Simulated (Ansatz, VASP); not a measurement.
**BAs in VASP and in Ansatz**

The input INCAR:

```
SYSTEM = BAs
PREC = Accurate ; ENCUT = 520
EDIFF = 1E-8 ; ISMEAR = -1
SIGMA = 0.03 ; LREAL = .FALSE.
LASPH = .TRUE. ; NELM = 80
ALGO = Normal ; ISIF = 2
LWAVE = .FALSE. ; LCHARG = .FALSE.
GGA = PE ; LEFG = .TRUE.
NBANDS = 11
```

Contents of KPOINTS:

```
Automatic mesh
0
G
  15 15 15
  0 0 0
```

POSCAR

```
BAs
1.0
    0.0000000000      2.4199312360      2.4199312360
    2.4199312360      0.0000000000      2.4199312360
    2.4199312360      2.4199312360      0.0000000000
B As
1 1
Direct
    0.0000000000      0.0000000000      0.0000000000
    0.7500000000      0.7500000000      0.7500000000
```

Input for Ansatz:

```yaml
crystal:
  lattice:
    - [0.0, 2.419931236, 2.419931236]
    - [2.419931236, 0.0, 2.419931236]
    - [2.419931236, 2.419931236, 0.0]
  atoms:
    - { symbol: B, position: [0.0, 0.0, 0.0] }
    - { symbol: As, position: [0.75, 0.75, 0.75] }
kpoints:
  mp_grid: { grid: [15, 15, 15] }
scf:
  occupations: { method: fermi_dirac, width: 0.03 }
hamiltonian:
  xc: pbe
  pseudopotentials: { kind: paw }
output:
  forces: true
  stress: true
  eigenvalues: true
  efg: { contact_densities: true }
```

Change from the starting cell: volume scaled by 1.04, PAW files.

Alike in both runs: task electric field gradients; functional PBE; k mesh 15 × 15 × 15; occupations fermi-dirac, width 0.03 eV; no spin polarisation.

|  | VASP | Ansatz |
| --- | --- | --- |
| version | VASP 6.6.1 | Ansatz 0.2.0 |
| potentials or method | VASP PAW PBE potentials, release 64 (B, As) | PAW with Ansatz's default frozen-core files, scalar-relativistic |
| plane-wave cutoff (eV) | 520 | 420 |
| valence electrons in the cell | 8 | 18 |

Ansatz gave:

* gap on the k mesh at the Fermi level (eV): 1.22
* pressure (GPa): -2.4
* Vzz of the field gradient on the site that differs most (V/Å²): 0.0

Which values does VASP return?

gap on the k mesh at the Fermi level (eV): 1.22; pressure (GPa): -1.9; Vzz of the field gradient on the site that differs most (V/Å²): 0.0.

The two sets of potentials don't hold the same shells in valence.

Caveats: an odd mesh through Γ misses points on the zone boundary, where band edges often lie.
